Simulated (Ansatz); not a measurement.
Rocksalt CaO, relaxed with r2SCAN in Ansatz 0.2.0. It is cubic, Fm-3m (No. 225); a = 4.795 Å in the conventional setting, 13.78 Å³ an atom. Ca has 6 O at 2.40 Å; O has 6 Ca at 2.40 Å.

The axes x, y and z are those of this cell:
```yaml
crystal:
  lattice:
    - [0.00000, 2.39755, 2.39755]
    - [2.39755, 0.00000, 2.39755]
    - [2.39755, 2.39755, 0.00000]
  atoms:
    - { symbol: Ca, position: [0.00000, 0.00000, 0.00000] }
    - { symbol: O, position: [0.50000, 0.50000, 0.50000] }
```

Unstrained: The PBE gap is indirect, 3.653 eV (Γ to X), below the direct gap of 4.025 eV at X. With r2SCAN the valence top lies at Γ and the conduction bottom at X, 4.199 eV higher; the smallest vertical gap, at X, is 4.574 eV. HSE06 gives an indirect gap of 5.312 eV, from Γ to X; the least direct gap is 5.733 eV at X. Meshes: PBE 10×10×10, r2SCAN 10×10×10, HSE06 6×6×6. Strains are changes of length per length, and xy shears are angles. After each strain the atoms were relaxed again with r2SCAN within the symmetry that the strain leaves, so tilts or polar shifts that break it weren't tested; points keep the names that they have in the unstrained zone. No spin polarisation and no zero-point or thermal motion.

Task: One strain changed the r2SCAN stress by xx +1.82, yy +1.82, zz +1.82 GPa (compression positive) and the gap by -0.004 eV (PBE), -0.004 eV (r2SCAN), -0.001 eV (HSE06). Which kind of strain was it, and roughly how large?

Result: Isotropic -0.5 % on every length. The pattern of the stress gives the kind; the size needs the stiffness, so it is an estimate.

Task: One strain changed the r2SCAN stress by xx +0.59, yy +0.59, zz +0.59, xy +0.26, xz +0.26, yz +0.26 GPa (compression positive) and the gap by -0.012 eV (PBE), -0.013 eV (r2SCAN), -0.012 eV (HSE06). Which kind of strain was it, and roughly how large?

Result: Uniaxial -0.5 % along [111], other directions held. The pattern of the stress gives the kind; the size needs the stiffness, so it is an estimate.

Task: Estimate what uniaxial -3.0 % along x, other directions held does to the gap.

Result: PBE: the gap goes from 3.653 to 3.517 eV (-0.136 eV); with r2SCAN the top three valence levels at Γ, degenerate before, become 1+2 from the top over 89 meV. r2SCAN: the gap goes from 4.199 to 4.058 eV (-0.141 eV). HSE06: the gap goes from 5.312 to 5.192 eV (-0.120 eV). The r2SCAN energy rises by 10.1 meV an atom.

Task: One strain changed the r2SCAN stress by xx +0.30, yy +0.30, zz +1.19 GPa (compression positive) and the gap by -0.020 eV (PBE), -0.021 eV (r2SCAN), -0.018 eV (HSE06). Which kind of strain was it, and roughly how large?

Result: Uniaxial -0.5 % along z, other directions held. The pattern of the stress gives the kind; the size needs the stiffness, so it is an estimate.

Task: One strain changed the r2SCAN stress by xx +0.01, yy +0.01, zz -0.03, xy +1.59 GPa (compression positive) and the gap by -0.036 eV (PBE), -0.038 eV (r2SCAN), -0.037 eV (HSE06). Which kind of strain was it, and roughly how large?

Result: Xy shear, engineering strain (angle) -2.0 %. The pattern of the stress gives the kind; the size needs the stiffness, so it is an estimate.

The meshes of the hybrids are coarse, so their gaps aren't converged to the digits shown.

The splittings at Γ are without spin-orbit coupling, which regroups them where it is of like size or larger.
